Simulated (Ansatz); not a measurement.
## WS2 (Tungstenite) in Ansatz: the effect of target pressure

WS2 (Tungstenite):

```
W S
1.0
     3.18000    0.00000    0.00000
    -1.59000    2.75396    0.00000
     0.00000    0.00000   12.50000
W S
2 4
Direct
  0.66667 0.33333 0.75000
  0.33333 0.66667 0.25000
  0.66667 0.33333 0.37500
  0.33333 0.66667 0.87500
  0.66667 0.33333 0.12500
  0.33333 0.66667 0.62500
```

Alike in all runs:

```yaml
Program: Ansatz 0.2.0
Task: relaxation of cell and atoms
Functional: PBEsol
Potentials_or_basis: Ansatz PAW
Cutoff: "420 eV (not typed: the program's choice for these potentials)"
k_mesh: 10 × 10 × 3
Occupations: fermi-dirac, width 0.05 eV
Spin: no spin polarisation
```

Each run relaxes the cell or the atoms first.

```tsv
target pressure	relaxed volume (Å³/atom)	gap on the mesh (eV)
0 GPa	18.14	1.17
2 GPa	17.08	0.88
5 GPa	?	?
10 GPa	15.56	0.47
20 GPa	14.54	0.16
30 GPa	13.81	none
```

Task: What does the run with target pressure 5 GPa give?

Result: Relaxed volume 16.35 Å³/atom; gap on the mesh 0.69 eV.

Worked out: A parabola through the other rows of the relaxed volume, of slope -0.219 Å³/atom per GPa there, gives 16.66 Å³/atom, against the run's 16.35.

Caveats: the plane-wave basis is chosen anew once the cell has moved, so the energies of steps on either side of that aren't comparable; this functional lacks dispersion, which binds the layers, so the pressure and a relaxed spacing across them are unreliable; the PAW data sets come from PBE, with cores solved anew for the run's functional, which leaves a small shift of forces and pressure; odd divisions of the mesh miss points on the zone boundary, where band edges often lie, so the gap on the mesh can be too wide (some runs); spin-orbit coupling is left out, which moves the levels of the heavy elements (some runs); the volume moved by over 15 % at a fixed basis, so the end points are rough (some runs).

A k mesh can miss the band edges.

A gap of «none» marks a metal or a gap under the smearing width.
